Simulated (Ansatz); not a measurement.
Structure: TiO2 on the sites of the cubic fluorite structure (relaxed group Fm-3m), at its r2SCAN minimum. Space group Fm-3m (No. 225), cubic; conventional cell a = 4.794 Å, 9.18 Å³ an atom. Ti has 8 O at 2.08 Å; O has 4 Ti at 2.08 Å.

```
CELL_PARAMETERS angstrom
0.00000 2.39683 2.39683
2.39683 0.00000 2.39683
2.39683 2.39683 0.00000
ATOMIC_POSITIONS crystal
Ti 0.00000 0.00000 0.00000
O 0.75000 0.75000 0.75000
O 0.25000 0.25000 0.25000
```

The questions ask for values computed with Ansatz on this geometry. Simulation only: spin-unpolarised, and no claim that this is the phase found in nature.

Given (10×10×10 mesh): PBE gives an indirect gap of 1.14 eV, from X to Γ; the least direct gap is 1.85 eV at X.

Q: Estimate the gap with r2SCAN on 10×10×10.

A: r2SCAN gives an indirect gap of 1.51 eV, from X to Γ; the least direct gap is 2.21 eV at X. The gap differs by +0.37 eV from PBE's.

Q: Estimate the gap with HSE06 on 6×6×6.

A: HSE06 gives an indirect gap of 2.63 eV, from X to Γ; the least direct gap is 3.35 eV at X. The gap differs by +1.49 eV from PBE's.

Q: How does the gap change from PBE to PBE0 (6×6×6)?

A: With PBE0 the valence top lies at X and the conduction bottom at Γ, 3.35 eV higher; the smallest vertical gap, at X, is 4.09 eV. The gap differs by +2.21 eV from PBE's.

Q: What does G0W0@PBE with 82 empty bands, a screening cutoff of 120 eV and a 6×6×6 mesh give?

A: 2.23 eV (the shift on the mesh added to PBE's least gap). The quasiparticle gap on this mesh is 2.23 eV (X to Γ), against 1.14 eV from PBE: +1.09 eV. Renormalisation factors Z lie between 0.68 and 0.73. No extrapolation in bands, cutoff or mesh was made for G0W0.

Q: What do these levels agree on?

A: Set against the finite-basis gap of 2.23 eV from G0W0@PBE (82 empty bands, 120 eV, 6×6×6), the closest functional is HSE06, which differs by +0.40 eV. The others: r2SCAN -0.72, PBE -1.09, PBE0 +1.12 eV. The yardstick's own error is a tenth of an eV or more. r2SCAN covers 24 % of the step from PBE to HSE06. All these functionals give a gap of the same kind, indirect.

The meshes of the hybrids are coarse, so their gaps aren't converged to the digits shown.
